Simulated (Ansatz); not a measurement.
## Structural energy differences of cadmium

Computed with Ansatz, DFT, PBE, plane waves (420 eV) with PAW, scalar-relativistic.

Each structure is relaxed within its own symmetry, so a high-lying one may be dynamically unstable.

```csv
structure,ΔE (meV/atom),V (Å³/atom),cell,magnetic state
hcp,0,23.11,"a = 3.001 Å, c = 5.926 Å (c/a = 1.975)",spin not included
fcc,6,22.89,a = 4.507 Å,spin not included
dhcp,13,22.80,"a = 3.206 Å, c = 10.244 Å (c/a = 3.195)",spin not included
A15,29,23.23,a = 5.706 Å,spin not included
bcc,56,23.36,a = 3.602 Å,spin not included
omega (AlB2-type),61,23.66,"a = 5.146 Å, c = 3.095 Å (c/a = 0.602)",spin not included
simple cubic,126,26.85,a = 2.994 Å,spin not included
diamond,329,37.27,a = 6.680 Å,spin not included
```

ΔE counts from hcp.

Differences under about 8 meV lie within the error of the k-point mesh.
